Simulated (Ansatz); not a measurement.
Starting structure, O put above a Sn atom that lies 1.3 Å under the outermost one (Sn, I4/mmm (No. 139), (1 0 0) face):

```
Sn O
1.0
     3.23465    0.00000    0.00000
     0.00000    5.06776    0.00000
     0.00000    0.00000   25.46931
Sn O
5 1
Direct
  0.50000 0.50000 0.33374
  0.00000 0.00000 0.39724
  0.50000 0.50000 0.45467
  0.00000 0.00000 0.52430
  0.50000 0.50000 0.57429
  0.00000 0.00000 0.60492
```

Computed with Ansatz 0.2.0, DFT PBEsol, scalar-relativistic, plane waves, PAW. Cutoff 420 eV; k points 9×6×1 on the computed 6-atom cell (Γ-centred); Gaussian smearing, width 0.10 eV; no spin polarisation. A dipole correction removes the field between periodic images along c.

Atoms 1, 2 (counted from 1) are held. The cell is fixed. Force threshold 0.03 eV/Å.

| step | E − E_final (eV) | largest force (eV/Å) |
| --- | --- | --- |
| 1 | 0.430 | 1.749 |
| 2 | 0.158 | 0.566 |
| 3 | 0.055 | 0.382 |
| 4 | 0.005 | 0.102 |
| 5 | 0.000 | 0.017 |

Q: What is the final structure?

A:
```xyz
6
Lattice="3.2347 0.0000 0.0000 0.0000 5.0678 0.0000 0.0000 0.0000 25.4693" Properties=species:S:1:pos:R:3 pbc="T T T"
Sn    1.6173    2.5339    8.5000
Sn    0.0000    0.0000   10.1173
Sn    1.6173    2.5339   11.9247
Sn    0.0000    0.0000   13.3087
Sn    1.6173    2.5339   15.2457
O     0.0000    0.0000   15.2832
```

The end is the local minimum or symmetric point that this start leads to. The slab is only 6.5 Å thick, so the energy isn't converged with thickness.

The reference crystal is a form of Sn, which isn't its usual structure.

Cost: 1 run of about 4.3 core-minutes, on Arm Neoverse V2 (shared hosts).